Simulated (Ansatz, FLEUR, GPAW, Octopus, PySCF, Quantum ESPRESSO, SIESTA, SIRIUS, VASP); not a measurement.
PbSe: 9 runs at one level of theory

```
Pb Se
1.0
     0.00000    3.06065    3.06065
     3.06065    0.00000    3.06065
     3.06065    3.06065    0.00000
Pb Se
1 1
Direct
  0.00000 0.00000 0.00000
  0.50000 0.50000 0.50000
```

Alike in all runs: functional PBEsol; k mesh 8 × 8 × 8; occupations fermi-dirac, width 0.05 eV; no spin polarisation; no spin-orbit coupling. Pressure is positive in compression and, in plane waves, holds the error of the finite cutoff.

```json
{"program and potentials": "Octopus, pseudodojo_pbesol (PseudoDojo 0.4, PBEsol)", "plane-wave cutoff (eV)": "-", "notes": "15 valence electrons an atom on average", "band gap (eV)": "0.21", "pressure (GPa)": "-"}
{"program and potentials": "SIRIUS, PseudoDojo 0.4.1 PBEsol standard (scalar relativistic)", "plane-wave cutoff (eV)": "1177", "notes": "15 valence electrons an atom on average", "band gap (eV)": "0.21", "pressure (GPa)": "-0.49"}
{"program and potentials": "FLEUR, all-electron, FLAPW", "plane-wave cutoff (eV)": "-", "notes": "-", "band gap (eV)": "0.20", "pressure (GPa)": "-"}
{"program and potentials": "Quantum ESPRESSO, GBRV 1.5 PBEsol", "plane-wave cutoff (eV)": "612", "notes": "10 valence electrons an atom on average", "band gap (eV)": "0.21", "pressure (GPa)": "-0.66"}
{"program and potentials": "VASP, PBE PAW files Pb_d, Se, 520 eV", "plane-wave cutoff (eV)": "520", "notes": "potentials made for PBE; 10 valence electrons an atom on average", "band gap (eV)": "0.20", "pressure (GPa)": "-0.51"}
{"program and potentials": "GPAW, PAW data sets generated for this functional", "plane-wave cutoff (eV)": "600", "notes": "10 valence electrons an atom on average", "band gap (eV)": "0.16", "pressure (GPa)": "-0.72"}
{"program and potentials": "Ansatz, all-electron LAPW, scalar-relativistic", "plane-wave cutoff (eV)": "-", "notes": "-", "band gap (eV)": "0.20", "pressure (GPa)": "-0.50"}
{"program and potentials": "SIESTA, files PseudoDojo sr-pbesol-0.4.1-standard, DZP (energy shift 0.003 Ry; two zetas on semicore shells)", "plane-wave cutoff (eV)": "-", "notes": "atomic basis; 15 valence electrons an atom on average", "band gap (eV)": "0.29", "pressure (GPa)": "0.90"}
{"program and potentials": "PySCF, DZVP-MOLOPT-SR/GTH-PBE (potentials made for PBE)", "plane-wave cutoff (eV)": "-", "notes": "atomic basis; potentials made for PBE; 5 valence electrons an atom on average", "band gap (eV)": "0.21", "pressure (GPa)": "-"}
```

The band gap spans 0.16 (GPAW, PAW data sets generated for this functional) to 0.29 eV (SIESTA, files PseudoDojo sr-pbesol-0.4.1-standard, DZP (energy shift 0.003 Ry; two zetas on semicore shells)), with all-electron results at 0.20. The pressure spans -0.72 (GPAW, PAW data sets generated for this functional) to 0.90 GPa (SIESTA, files PseudoDojo sr-pbesol-0.4.1-standard, DZP (energy shift 0.003 Ry; two zetas on semicore shells)), with all-electron results at -0.50. Spin-orbit coupling, left out here, moves the band edges of heavy atoms. Rows in atomic bases carry the error of their basis and grid, which can be large.

Differences between rows come from potentials, basis sets and numerical settings, since the functional is the same but for its coding. Runs on potential files found faulty are left out.

Seven of the nine runs put the gap of PbSe at 0.20 to 0.21 eV, with no systematic dependence on the number of valence electrons. The two exceptions are GPAW at 0.16 eV and SIESTA at 0.29 eV. SIESTA shares its potential family with SIRIUS, yet differs in both gap and sign of pressure, which points to the atomic basis rather than the potentials. The negative all-electron pressure means that this cell is slightly stretched for PBEsol and would contract on relaxation.

The narrow gap is characteristic of the lead chalcogenides. At the L point, Pb 6s states push the Se 4p valence edge upwards, towards a conduction edge of mainly Pb 6p character. Compression strengthens this repulsion and normally narrows the gap, so relaxation would probably reduce it a little. The resemblance to the measured gap is likely fortuitous: spin-orbit splitting lowers the Pb 6p edge enough that a semilocal functional can close or invert the gap. Agreement between codes therefore supports their numerical consistency, not the predicted band ordering.
